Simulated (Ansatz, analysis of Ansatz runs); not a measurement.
# Migration in La2O3 (P-3m1): V_O hop (2.9 Å), charge +2

Wanted: path and barrier of a jump of O in La2O3 (P-3m1) at charge +2. The case: V_O hop (2.9 Å), in a cell of 20 host atoms with 1 O taken out.

Program: Ansatz 0.2.0. Level of theory: plane-wave PAW DFT, PBEsol; nudged elastic band between two relaxed defect structures at fixed charge in a uniform background. Results are calculated unless marked as measured.

## (1) The starting structure

The cell holds 19 atoms: 8 La and 11 O. Cell: a = 9.070 Å, b = 9.070 Å, c = 7.194 Å, α = 124.0°, β = 124.0°, γ = 96.5°. It derives from La2O3 (space group P-3m1). Nearest the centre at fractional (0.750, 0.500, 0.750): O12 at 1.43 Å, La5 at 1.91 Å, La2 at 1.91 Å, O9 at 3.11 Å, O10 at 3.11 Å, O13 at 3.11 Å, O14 at 3.11 Å, La7 at 3.36 Å. The cell carries charge +2.

The cell's shortest repeat is 7.2 Å.

## (2) Relaxation of the start point, charge +2

The ends come first: from an unrelaxed start the top is counted from too high an energy, and the barrier comes out too low. Small random displacements break the symmetry of the ideal sites, so that the defect can distort if it gains by it. The charge of +2 is set by the electron count, and a uniform background keeps the cell neutral.

The input, qp2_c20k1s.start/input.yaml:

```yaml
crystal:
  lattice:
    - [-5.85878787, 3.38257281, 6.04134098]
    - [5.85878787, -3.38257281, 6.04134098]
    - [1.95292932, 3.38257275, -6.04134098]
  atoms:
    - { symbol: La, position: [0.04396788, 0.21063455, 0.5] }
    - { symbol: La, position: [0.04396788, 0.71063455, 0.0] }
    - { symbol: La, position: [0.54396788, 0.21063455, 0.0] }
    - { symbol: La, position: [0.54396788, 0.71063455, 0.5] }
    - { symbol: La, position: [0.45603212, 0.28936545, 0.5] }
    - { symbol: La, position: [0.45603212, 0.78936545, 0.0] }
    - { symbol: La, position: [0.95603212, 0.28936545, 0.0] }
    - { symbol: La, position: [0.95603212, 0.78936545, 0.5] }
    - { symbol: O, position: [0.34368101, 0.01034767, 0.0] }
    - { symbol: O, position: [0.34368101, 0.51034767, 0.5] }
    - { symbol: O, position: [0.84368101, 0.01034767, 0.5] }
    - { symbol: O, position: [0.84368101, 0.51034767, 0.0] }
    - { symbol: O, position: [0.15631899, 0.48965233, 0.0] }
    - { symbol: O, position: [0.15631899, 0.98965233, 0.5] }
    - { symbol: O, position: [0.65631899, 0.98965233, 0.0] }
    - { symbol: O, position: [0.0, 0.0, 0.0] }
    - { symbol: O, position: [0.0, 0.5, 0.5] }
    - { symbol: O, position: [0.5, 0.0, 0.5] }
    - { symbol: O, position: [0.5, 0.5, 0.0] }
total_charge: 2
basis:
  ecutwfc: 420
  xc_grid: 2
hamiltonian:
  xc: pbesol
kpoints:
  mp_grid: { grid: [1, 1, 1], shift: [0.25, 0.25, 0.25] }
scf:
  occupations: { method: fixed }
  max_iter: 100
output:
  forces: true
relax:
  f_tol: 0.02
  max_steps: 70
  random_displacement: { amplitude: 0.03, seed: 7749 }
```

On the command line:

```bash
ansatz run input.yaml --threads 8 --pin off --max-ram 14131MiB --backend cpu --events-out ev --progress --plain --runs-dir out
```

Numbers of over 12 decimals in the logs are rounded to 6 here.

The program printed:

```text
[... repeated set-up lines and file paths are left out, and long positions are rounded to six places ...]
The last accepted step is kept in <dir> (removed where the run ends without a failure and the disk answers)
Engine: ansatz 0.2.0, aarch64-unknown-linux-gnu
Pseudopotentials: kind: paw
Pseudopotential: La, paw, valence charge 11, recommended cutoff 420 eV (normal), La.paw.azcp
Pseudopotential: O, paw, valence charge 6, recommended cutoff 420 eV (normal), O.paw.azcp
Functional definition: PBEsol
  exchange = pbesol_x
  correlation = pbesol_c
Crystal: 19 atoms, lattice volume = 319.269 Å³
Basis set: ecut = 420 eV, 6159 PW (Γ), exchange–correlation on 128×128×100 points (8 copies of the dense FFT grid, shifted against one another)
Bands: 95, of which v1, the nominal top of the filled ones, is band 76 counted from 1 (75 counted from 0)
Symmetry: 1 space group operations
k-points: 1
Non-local potential: La, projectors of the file, l = 0: 3, l = 1: 2, l = 2: 2, l = 3: 3
Non-local potential: O, projectors of the file, l = 0: 2, l = 1: 2, l = 2: 1
PAW form: soft (Blöchl's): semilocal exchange-correlation on the pseudo side does not see the compensation charge
PAW frozen core: La, regenerated for the run's functional, and the local potential with it (the file was generated under x = pbe(κ = 0.804, μ = 0.219515), c = pbe(β = 0.066725))
PAW frozen core: O, regenerated for the run's functional, and the local potential with it (the file was generated under x = pbe(κ = 0.804, μ = 0.219515), c = pbe(β = 0.066725))
PAW one-centre angular grid: La, 590 points (default); XC on 64 Gauss nodes
PAW one-centre angular grid: O, 110 points (default); XC on 64 Gauss nodes
Initial density: superposition of atomic densities (neutral atoms scaled as one to the charged cell's electrons: chi_scale 0, normalization atom), corrected by the library's trained network
Initial wavefunctions: pseudopotential atomic-orbital guess
Functional: x = pbesol(κ = 0.804, μ = 0.123457), c = pbesol(β = 0.046)
SCF iter   1: F=—  HF=-55519.624894 eV  |F-HF|=—  |Δ(HF+E_count)|=         —  Δρ=2.09e-2  dr2=3.92e0  ethr=1.77e-3  ⟨swp⟩=4.0  Hψ=360  notcnv=0  defer=15
preconditioner: auto → Resta (q_TF=auto, 2.411 Å⁻¹)  ε∞=4.8  [insulator: Δε(μ)=3.423 eV  Ē_g=12.434 eV  n_scr=70 (ndim 8)  ℏωp=24.2 eV  f_vac=0.011  ε∞_Penn≈4.8]
SCF iter   2: F=—  HF=-55518.803332 eV  |F-HF|=—  |Δ(HF+E_count)|=   8.22e-1  Δρ=1.20e-2  dr2=1.17e0  ethr=1.77e-3  ⟨swp⟩=3.0  Hψ=144  notcnv=0  defer=15
SCF iter   3: F=—  HF=-55518.552822 eV  |F-HF|=—  |Δ(HF+E_count)|=   2.51e-1  Δρ=8.81e-3  dr2=5.01e-1  ethr=7.72e-4  ⟨swp⟩=4.0  Hψ=122  notcnv=0  defer=16
automatic band count: iteration 3 solves 94 bands in place of 95: the levels show a gap, and the empty bands left out lie too high to hold charge; the band table lists the bands solved (type scf.n_extra_bands for more)
SCF iter   4: F=—  HF=-55518.453880 eV  |F-HF|=—  |Δ(HF+E_count)|=   9.89e-2  Δρ=2.89e-3  dr2=3.22e-2  ethr=3.30e-4  ⟨swp⟩=4.0  Hψ=145  notcnv=0  defer=16
SCF iter   5: F=—  HF=-55518.460677 eV  |F-HF|=—  |Δ(HF+E_count)|=   6.80e-3  Δρ=3.07e-3  dr2=2.97e-2  ethr=2.12e-5  ⟨swp⟩=4.0  Hψ=149  notcnv=0  defer=16
SCF iter   6: F=—  HF=-55518.457622 eV  |F-HF|=—  |Δ(HF+E_count)|=   3.05e-3  Δρ=5.05e-4  dr2=1.06e-3  ethr=1.95e-5  ⟨swp⟩=3.0  Hψ=166  notcnv=0  defer=16
SCF iter   7: F=—  HF=-55518.458096 eV  |F-HF|=—  |Δ(HF+E_count)|=   4.74e-4  Δρ=2.78e-4  dr2=3.32e-4  ethr=6.97e-7  ⟨swp⟩=3.0  Hψ=160  notcnv=0  defer=16
SCF iter   8: F=—  HF=-55518.458058 eV  |F-HF|=—  |Δ(HF+E_count)|=   3.81e-5  Δρ=1.23e-4  dr2=8.06e-5  ethr=2.18e-7  ⟨swp⟩=2.0  Hψ=142  notcnv=0  defer=16
SCF iter   9: F=-55518.458045 eV  HF=-55518.458044 eV  |F-HF|=8.24e-7  |Δ(HF+E_count)|=   1.41e-5  Δρ=2.53e-5  dr2=2.04e-6  ethr=6.58e-9  ⟨swp⟩=3.0  Hψ=363  notcnv=0
SCF 1 converged in 9 iterations: F = -55518.458045 eV  dr2 = 2.04e-6
  greatest PAW one-centre occupation: 0.973 electrons in one spin orbital (limit 2), on the La atom at site 5 (counted from 0), in its partial waves of l = 0
relax step   1: F+E_penalty+E_count = -55518.45804475 eV  Δ(F+E_penalty+E_count) = +0.000e0 eV  max|allowed force component| = 2.259e0 eV/Å  Δτ_max = 0.0000 Å  (9 SCF iters, dr2 threshold 1.00e-5 eV, accepted)
[... the SCF cycles and remarks between the steps are left out from here to the last step ...]
relax step   2: F+E_penalty+E_count = -55519.46545635 eV  Δ(F+E_penalty+E_count) = -1.007e0 eV  max|allowed force component| = 1.522e0 eV/Å  Δτ_max = 0.1972 Å  (8 SCF iters, dr2 threshold 1.00e-4 eV, accepted)
relax step   3: F+E_penalty+E_count = -55519.84393948 eV  Δ(F+E_penalty+E_count) = -3.785e-1 eV  max|allowed force component| = 5.483e-1 eV/Å  Δτ_max = 0.2000 Å  (7 SCF iters, dr2 threshold 1.00e-4 eV, accepted)
relax step   4: F+E_penalty+E_count = -55519.85296379 eV  Δ(F+E_penalty+E_count) = -9.024e-3 eV  max|allowed force component| = 3.651e-1 eV/Å  Δτ_max = 0.2000 Å  (6 SCF iters, dr2 threshold 3.90e-5 eV, accepted)
relax step   5: F+E_penalty+E_count = -55519.73823680 eV  Δ(F+E_penalty+E_count) = +1.147e-1 eV  max|allowed force component| = 5.795e-1 eV/Å  Δτ_max = 0.2000 Å  (7 SCF iters, dr2 threshold 1.73e-5 eV, rejected (line search))
relax step   6: F+E_penalty+E_count = -55519.94567452 eV  Δ(F+E_penalty+E_count) = -9.271e-2 eV  max|allowed force component| = 9.088e-2 eV/Å  Δτ_max = 0.0925 Å  (10 SCF iters, accepted)
relax step   7: F+E_penalty+E_count = -55519.94896194 eV  Δ(F+E_penalty+E_count) = -3.287e-3 eV  max|allowed force component| = 2.982e-2 eV/Å  Δτ_max = 0.0363 Å  (7 SCF iters, dr2 threshold 5.16e-7 eV, accepted)
SCF iter   1: F=—  HF=-55519.950684 eV  |F-HF|=—  |Δ(HF+E_count)|=         —  Δρ=8.91e-4  dr2=1.84e-3  ethr=1.57e-5  ⟨swp⟩=3.0  Hψ=175  notcnv=0  defer=16
automatic band count: iteration 1 solves 94 bands in place of 95: the levels show a gap, and the empty bands left out lie too high to hold charge; the band table lists the bands solved (type scf.n_extra_bands for more)
SCF iter   2: F=—  HF=-55519.950433 eV  |F-HF|=—  |Δ(HF+E_count)|=   2.51e-4  Δρ=4.69e-4  dr2=5.89e-4  ethr=1.21e-6  ⟨swp⟩=2.0  Hψ=115  notcnv=0  defer=16
SCF iter   3: F=—  HF=-55519.950386 eV  |F-HF|=—  |Δ(HF+E_count)|=   4.67e-5  Δρ=3.12e-4  dr2=2.98e-4  ethr=3.88e-7  ⟨swp⟩=2.0  Hψ=143  notcnv=0  defer=16
SCF iter   4: F=—  HF=-55519.950331 eV  |F-HF|=—  |Δ(HF+E_count)|=   5.51e-5  Δρ=5.52e-5  dr2=9.77e-6  ethr=1.96e-7  ⟨swp⟩=2.0  Hψ=143  notcnv=0  defer=11
SCF iter   5: F=—  HF=-55519.949980 eV  |F-HF|=—  |Δ(HF+E_count)|=   3.51e-4  Δρ=2.23e-5  dr2=1.40e-6  ethr=6.43e-9  ⟨swp⟩=2.0  Hψ=151  notcnv=0  defer=11
SCF iter   6: F=—  HF=-55519.949980 eV  |F-HF|=—  |Δ(HF+E_count)|=   7.98e-8  Δρ=1.13e-5  dr2=3.26e-7  ethr=9.19e-10  ⟨swp⟩=2.0  Hψ=151  notcnv=0  defer=11
SCF iter   7: F=-55519.949980 eV  HF=-55519.949980 eV  |F-HF|=1.22e-8  |Δ(HF+E_count)|=   4.44e-8  Δρ=2.76e-6  dr2=2.27e-8  ethr=6.58e-11  ⟨swp⟩=4.0  Hψ=318  notcnv=0
SCF 8 converged in 7 iterations: F = -55519.949980 eV  dr2 = 2.27e-8
relax step   8: F+E_penalty+E_count = -55519.94997964 eV  Δ(F+E_penalty+E_count) = -1.018e-3 eV  max|allowed force component| = 9.577e-3 eV/Å  Δτ_max = 0.0205 Å  (7 SCF iters, accepted)
SCF converged after 7 iterations
Free energy (F): -55519.949980 eV
Harris-Foulkes:  -55519.949980 eV  (|F-HF|=1.22e-8)
Internal energy: -55519.949980 eV  (E = F + TS)
E sigma→0 (E₀):  -55519.949980 eV
Fermi energy:    9.552771 eV
--- Per-component energies (eV) ---
  E_band       = -62.893318
  E_kinetic    = 3440.884205
  E_local      = -6049.704105  (includes V_loc(G=0)·N_el)
  E_nonlocal   = 1307.350815
  E_hartree    = 2174.584050
  E_xc         = -1902.021094
  E_vxc        = -2198.267978  (∫ρ·V_xc dr)
  E_paw        = -44304.358042  (= ΣΔE_a)
  E_vpaw       = -912.351951  (= ΣTr[D̂ρ^β])
  E_aug_tail   = 0.026488  (compensation charges beyond the density's cutoff)
  E_ewald      = -10188.456537
  E_core_change = 1.744243  (= ΣΔE_core)
  E_smearing   = -0.000000  (= −TS)
  E_closure    = 0.000000  (closes the sum)
  E_deformation_potential = 41.600132  (in the stress; not in F)
  Σ components = -55519.949980   (vs F -55519.949980, Δ=0.00e0)
--- Forces (eV/Å), atoms counted from 1 ---
  atom   1  La    -0.00047280     0.00138386     0.00222566
  atom   2  La     0.00802199    -0.00366110     0.00191931
  atom   3  La     0.00582503    -0.00579712     0.00223198
  atom   4  La    -0.00641537     0.00250136    -0.00017056
  atom   5  La     0.00088251     0.00142762    -0.00524734
  atom   6  La    -0.00137284    -0.00329450    -0.00032302
  atom   7  La    -0.00282293     0.00461612     0.00011444
  atom   8  La     0.00225954    -0.00022398    -0.00121794
  atom   9  O     -0.00957561     0.00134573     0.00250695
  atom  10  O      0.00906971    -0.00377489     0.00590054
  atom  11  O      0.00401872    -0.00299374    -0.00180956
  atom  12  O      0.00040795     0.00349828    -0.00011928
  atom  13  O     -0.00438083     0.00554426    -0.00172739
  atom  14  O     -0.00656522     0.00012053    -0.00125764
  atom  15  O     -0.00034579     0.00135530    -0.00294831
  atom  16  O     -0.00002198    -0.00265814    -0.00115563
  atom  17  O     -0.00114184    -0.00074885     0.00186547
  atom  18  O      0.00023718    -0.00290102    -0.00040534
  atom  19  O      0.00241074     0.00429326    -0.00039130
  max |Σ_I F_I| component: 3.30e-5 eV/Å
--- Relaxed structure (8 steps of the walk, 7 accepted, 0 SCFs on fresh bases) ---
  F+E_penalty+E_count = -55519.94997964 eV   max|allowed force component| = 9.577e-3 eV/Å
  atoms:
    - { symbol: La, position: [0.038257, 0.204186, 0.498302] }
    - { symbol: La, position: [0.055504, 0.716531, 0.009989] }
    - { symbol: La, position: [0.543909, 0.204926, -0.013074] }
    - { symbol: La, position: [0.548336, 0.728459, 0.498320] }
    - { symbol: La, position: [0.427470, 0.269432, 0.498361] }
    - { symbol: La, position: [0.452587, 0.799299, -0.008669] }
    - { symbol: La, position: [0.959458, 0.306341, 0.005203] }
    - { symbol: La, position: [0.955655, 0.794149, 0.498313] }
    - { symbol: O, position: [0.368218, 0.045626, 0.045662] }
    - { symbol: O, position: [0.358843, 0.500487, 0.498187] }
    - { symbol: O, position: [0.838389, 0.007986, 0.498319] }
    - { symbol: O, position: [0.820981, 0.498379, -0.049069] }
    - { symbol: O, position: [0.152109, 0.491274, -0.004341] }
    - { symbol: O, position: [0.161551, 0.995801, 0.498510] }
    - { symbol: O, position: [0.654680, 0.993738, 0.000811] }
    - { symbol: O, position: [-0.032665, -0.056947, -0.056947] }
    - { symbol: O, position: [-0.000242, 0.515207, 0.498261] }
    - { symbol: O, position: [0.487889, -0.014433, 0.498708] }
    - { symbol: O, position: [0.522412, 0.498241, 0.053162] }
```

It took 15 s on 8 threads of Arm Neoverse N1, shared host; peak memory 0.58 GiB; 91 s of CPU time.

Step by step:

| step | energy less that of the first step (eV) | largest force component (eV/Å) |
| --- | --- | --- |
| 1 | 0.0000 | 2.2588 |
| 2 | -1.0074 | 1.5218 |
| 3 | -1.3859 | 0.5483 |
| 4 | -1.3949 | 0.3651 |
| 5 | -1.2802 | 0.5795 |
| 6 | -1.4876 | 0.0909 |
| 7 | -1.4909 | 0.0298 |
| 8 | -1.4919 | 0.0096 |

Relaxation step 5 was tried and not accepted.

The atoms that moved most (Å, from the sites as typed, ahead of the random displacement, the mean shift of all atoms taken out):

| atom | dx | dy | dz | length |
| --- | --- | --- | --- | --- |
| O16 | -0.256 | -0.101 | -0.194 | 0.337 |
| O19 | -0.040 | 0.271 | -0.193 | 0.335 |
| La5 | 0.045 | -0.026 | -0.280 | 0.285 |
| O12 | -0.035 | -0.193 | 0.090 | 0.216 |
| O9 | 0.150 | 0.127 | 0.089 | 0.215 |
| O10 | -0.153 | 0.088 | 0.046 | 0.182 |
| La4 | 0.073 | -0.042 | 0.147 | 0.170 |
| O18 | -0.019 | 0.013 | -0.149 | 0.151 |

Neighbours of O12 at the end:

| atom | distance (Å) |
| --- | --- |
| La5 | 2.328 |
| La7 | 2.339 |
| La2 | 2.392 |
| La8 | 2.502 |
| O13 | 2.848 |
| O14 | 2.963 |
| O19 | 3.178 |
| O18 | 3.202 |
| O17 | 3.207 |

This step gave:

```
free energy                                                                                       : -55519.9500 eV
r.m.s. move of the farther half of the atoms                                                      : 0.1862 Å
largest move from the ideal geometry of this structure, a common shift of the far atoms taken out : 0.3449 Å
```

The relaxation gained 1.492 eV and ended with a largest force component of 0.0096 eV/Å.

## (3) Relaxation of the end point, charge +2

The end point is relaxed in the same cell and settings, so that the two energies compare. Atoms more than 3.2 Å from the middle of the hop start where the first relaxation left them, the nearer ones on or close to their ideal places, with small random displacements.

The input, qp2_c20k1s.end/input.yaml:

```yaml
crystal:
  lattice:
    - [-5.85878787, 3.38257281, 6.04134098]
    - [5.85878787, -3.38257281, 6.04134098]
    - [1.95292932, 3.38257275, -6.04134098]
  atoms:
    - { symbol: La, position: [0.04207049, 0.20806388, 0.50049466] }
    - { symbol: La, position: [0.04396788, 0.71063455, 0.0] }
    - { symbol: La, position: [0.54772271, 0.20880386, -0.01088132] }
    - { symbol: La, position: [0.55214999, 0.73233706, 0.50051298] }
    - { symbol: La, position: [0.45603212, 0.28936545, 0.5] }
    - { symbol: La, position: [0.45640074, 0.80317685, -0.0064761] }
    - { symbol: La, position: [0.96327218, 0.31021873, 0.0073952] }
    - { symbol: La, position: [0.95946844, 0.79802694, 0.50050584] }
    - { symbol: O, position: [0.34368101, 0.01034767, 0.0] }
    - { symbol: O, position: [0.34368101, 0.51034767, 0.5] }
    - { symbol: O, position: [0.84220276, 0.01186381, 0.50051141] }
    - { symbol: O, position: [0.656279, 0.489612, -0.5] }
    - { symbol: O, position: [0.15631899, 0.48965233, 0.0] }
    - { symbol: O, position: [0.15631899, 0.98965233, 0.5] }
    - { symbol: O, position: [0.65849431, 0.99761521, 0.00300356] }
    - { symbol: O, position: [-0.02885155, -0.05306907, -0.05475469] }
    - { symbol: O, position: [0.00357221, 0.51908419, 0.50045349] }
    - { symbol: O, position: [0.49170264, -0.01055563, 0.50090029] }
    - { symbol: O, position: [0.52622629, 0.50211824, 0.0553544] }
total_charge: 2
basis:
  ecutwfc: 420
  xc_grid: 2
hamiltonian:
  xc: pbesol
kpoints:
  mp_grid: { grid: [1, 1, 1], shift: [0.25, 0.25, 0.25] }
scf:
  occupations: { method: fixed }
  max_iter: 100
output:
  forces: true
relax:
  f_tol: 0.02
  max_steps: 70
  random_displacement: { amplitude: 0.01, seed: 7749 }
```

The program printed:

```text
[...]
Crystal: 19 atoms, lattice volume = 319.269 Å³
Basis set: ecut = 420 eV, 6159 PW (Γ), exchange–correlation on 128×128×100 points (8 copies of the dense FFT grid, shifted against one another)
Bands: 95, of which v1, the nominal top of the filled ones, is band 76 counted from 1 (75 counted from 0)
Symmetry: 1 space group operations
k-points: 1
[...]
SCF iter   1: F=—  HF=-55518.732093 eV  |F-HF|=—  |Δ(HF+E_count)|=         —  Δρ=2.18e-2  dr2=4.25e0  ethr=1.77e-3  ⟨swp⟩=4.0  Hψ=358  notcnv=0  defer=16
[...]
SCF iter   9: F=-55517.467242 eV  HF=-55517.467241 eV  |F-HF|=8.39e-7  |Δ(HF+E_count)|=   1.77e-5  Δρ=2.81e-5  dr2=2.25e-6  ethr=6.58e-9  ⟨swp⟩=3.0  Hψ=363  notcnv=0
SCF 1 converged in 9 iterations: F = -55517.467242 eV  dr2 = 2.25e-6
[...]
atoms:
    - { symbol: La, position: [0.046103, 0.201349, 0.506342] }
    - { symbol: La, position: [0.071183, 0.731202, -0.000695] }
    - { symbol: La, position: [0.543074, 0.206546, -0.000636] }
    - { symbol: La, position: [0.539075, 0.694201, 0.492255] }
    - { symbol: La, position: [0.443080, 0.284011, 0.487501] }
    - { symbol: La, position: [0.460443, 0.796455, -0.000731] }
    - { symbol: La, position: [0.950232, 0.272183, -0.000789] }
    - { symbol: La, position: [0.954794, 0.795793, 0.510810] }
    - { symbol: O, position: [0.337108, 0.004933, -0.000844] }
    - { symbol: O, position: [0.346461, 0.509399, 0.501877] }
    - { symbol: O, position: [0.843960, 0.006940, 0.496769] }
    - { symbol: O, position: [0.677678, 0.502259, -0.453219] }
    - { symbol: O, position: [0.139621, 0.499894, -0.000812] }
    - { symbol: O, position: [0.130540, 0.955178, 0.452242] }
    - { symbol: O, position: [0.660291, 0.992596, -0.000791] }
    - { symbol: O, position: [0.010870, 0.015135, -0.000906] }
    - { symbol: O, position: [-0.024048, 0.502290, 0.443974] }
    - { symbol: O, position: [0.531194, 0.057481, 0.554324] }
    - { symbol: O, position: [0.498938, 0.485563, -0.000314] }
[key lines of the parts left out:]
SCF converged after 6 iterations
Free energy (F): -55519.949995 eV
Fermi energy:    9.553032 eV
```

Elapsed: 15 s, on 8 threads; peak memory 0.58 GiB.

Relaxation path:

| step | energy less that of the first step (eV) | largest force component (eV/Å) |
| --- | --- | --- |
| 1 | 0.0000 | 2.3629 |
| 2 | -1.6754 | 1.2409 |
| 3 | -2.3450 | 0.5210 |
| 4 | -2.4676 | 0.2492 |
| 5 | -2.4758 | 0.1269 |
| 6 | -2.4761 | 0.1072 |
| 7 | -2.4822 | 0.0353 |
| 8 | -2.4825 | 0.0252 |
| 9 | -2.4828 | 0.0059 |

The atoms that moved most (Å, from the sites as typed, ahead of the random displacement, the mean shift of all atoms taken out):

| atom | dx | dy | dz | length |
| --- | --- | --- | --- | --- |
| O16 | 0.271 | 0.089 | 0.328 | 0.435 |
| O18 | 0.271 | 0.087 | 0.328 | 0.434 |
| La4 | -0.164 | 0.060 | -0.258 | 0.312 |
| La7 | -0.163 | 0.060 | -0.258 | 0.311 |
| La2 | -0.041 | 0.023 | 0.294 | 0.298 |
| O17 | -0.048 | -0.225 | 0.074 | 0.241 |
| O19 | -0.047 | -0.222 | 0.073 | 0.238 |
| O12 | 0.039 | 0.191 | -0.076 | 0.209 |

Neighbours of O12 at the end:

| atom | distance (Å) |
| --- | --- |
| La2 | 2.328 |
| La4 | 2.339 |
| La5 | 2.391 |
| La3 | 2.502 |
| O10 | 2.849 |
| O9 | 2.962 |
| O17 | 3.179 |
| O16 | 3.203 |
| O19 | 3.206 |

Numbers from this step:

```yaml
free_energy: -55519.9500 eV
r_m_s_move_of_the_farther_half_of_the_atoms: 0.1820 Å
largest_move_from_the_ideal_geometry_of_this_structure_a_common_shift_of_the_far_atoms_taken_out: 0.3469 Å
```

The relaxation gained 2.483 eV and ended with a largest force component of 0.0059 eV/Å. The end lies within 1 meV of the start.

(Part 1 of 2 ends here.)

[Logs are printed without paths, hosts, clocks, repeated set-up lines and the standing remarks that a program may print on its own settings, such as how far it seeks lower states.]

[Hosts, paths, dates, database ids (printed as entryN), source tags and the programs' standing remarks are cut or masked in the printed files.]
